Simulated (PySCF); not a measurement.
Molecule: SMILES CC(C)(C)O, C₄H₁₀O.

Cartesian coordinates in Å; atom numbers follow the order of the lines, from 1:
```xyz
15

C     0.166   -1.362   -0.451
C    -0.090   -0.018    0.228
C    -0.890    0.906   -0.688
C     1.222    0.636    0.636
O    -0.799   -0.222    1.440
H     0.754   -1.247   -1.374
H     0.710   -2.032    0.231
H    -0.786   -1.849   -0.721
H    -1.098    1.857   -0.177
H    -0.349    1.120   -1.622
H    -1.854    0.445   -0.960
H     1.847    0.855   -0.243
H     1.783   -0.028    1.311
H     1.023    1.576    1.172
H    -1.639   -0.638    1.219
```

Geometry PBE0-D3(BJ)/def2-SVP throughout; GIAO in PySCF 2.14, gas phase, one conformer, non-relativistic; equivalent atoms averaged; basis pcSseg-1.

(1) How do the absolute shieldings σ depend on the functional? (ppm; last column core-seconds on shared hosts with different chips, so compare them loosely; the GGAs took longer than the global hybrids here, which isn't the general rule, and the cause wasn't traced)

(2) Which nucleus moves most, in ppm?

Answers

(1) 
```csv
functional,kind,C2,C1/C3/C4,O5,H6/H7/H8/H9/H10/H11/H12/H13/H14,H15,core-s
HF,Hartree–Fock,133.2,160.0,260.8,30.56,31.65,5.9
LDA,LDA,108.3,146.5,224.1,29.60,31.10,18
PBE,GGA,109.7,146.8,225.8,30.00,31.65,25
BLYP,GGA,103.4,141.5,222.4,30.15,31.81,26
BP86,GGA,108.9,146.4,226.1,30.06,31.68,24
OPBE,GGA,118.9,154.1,235.1,30.07,31.69,25
KT2,GGA,113.8,150.9,224.5,29.98,31.59,26
KT3,GGA,114.4,151.0,228.5,30.15,31.77,26
B97-D,GGA,109.6,146.5,229.1,30.20,31.78,27
B3LYP,global hybrid,110.2,146.0,231.5,30.20,31.71,17
PBE0,global hybrid,117.6,151.8,236.8,30.10,31.58,9.4
mPW1PW91,global hybrid,116.8,151.0,236.6,30.15,31.62,15
WP04,global hybrid,100.4,140.4,231.2,30.43,31.58,20
B97-2,global hybrid,117.1,151.5,237.3,30.21,31.68,20
BHandHLYP,global hybrid,119.1,151.5,243.1,30.29,31.60,20
CAM-B3LYP,range-separated hybrid,114.8,149.2,238.5,30.15,31.56,27
wB97X-D,range-separated hybrid,118.0,151.6,240.0,30.21,31.62,25
LC-wPBE,range-separated hybrid,123.8,156.3,249.8,30.17,31.53,34
```

(2) O5 (alcohol oxygen): from 222.4 ppm with BLYP to 260.8 ppm with HF. The smallest spread is 0.71 ppm, at H15. Proton shifts span only some 12 ppm, so a few tenths of a ppm matter as much there as several ppm in carbon.
